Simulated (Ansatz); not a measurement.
TaSi2:

```
Ta Si
1.0
     4.78000    0.00000    0.00000
    -2.39000    4.13960    0.00000
     0.00000    0.00000    6.56400
Ta Si
3 6
Cartesian
  -1.1950 2.0698 1.0940
  1.1950 2.0698 5.4700
  2.3900 0.0000 3.2820
  1.1949 0.6899 1.0940
  -1.1951 3.4497 5.4700
  2.3900 2.7599 3.2820
  1.1951 3.4497 1.0940
  3.5851 0.6899 5.4700
  0.0000 1.3797 3.2820
```

Base run:

- Program: Ansatz 0.2.0
- Functional: r2SCAN
- Potentials or basis: Ansatz PAW
- Cutoff: 500 eV
- Density cutoff: 2000 eV
- k mesh: 5 × 5 × 3
- Occupations: fermi-dirac, width 0.05 eV
- Spin: no spin polarisation
- Hubbard terms: Ta d U = 4 eV

Its results: band gap on the k mesh none (metal or under the smearing width); pressure 1.5 GPa; largest force 0.905 eV/Å.

Question: The run is repeated on the same cell with these changes: hubbard terms from Ta d U = 4 eV to none; hubbard projectors from ortho-atomic (the default) to none. What comes out?

Answer: Band gap on the k mesh none (metal or under the smearing width); pressure 0.2 GPa; largest force 0.843 eV/Å.

Caveats: the cell's inner coordinates are idealised or old, which leaves forces on the atoms; the PAW data sets come from PBE, with cores solved anew for the run's functional, which leaves a small shift of forces and pressure; U without spin polarisation on a metal has little footing (some runs); the U is typed as a test and isn't derived for this compound (some runs).

Not every run made on this cell is shown here.
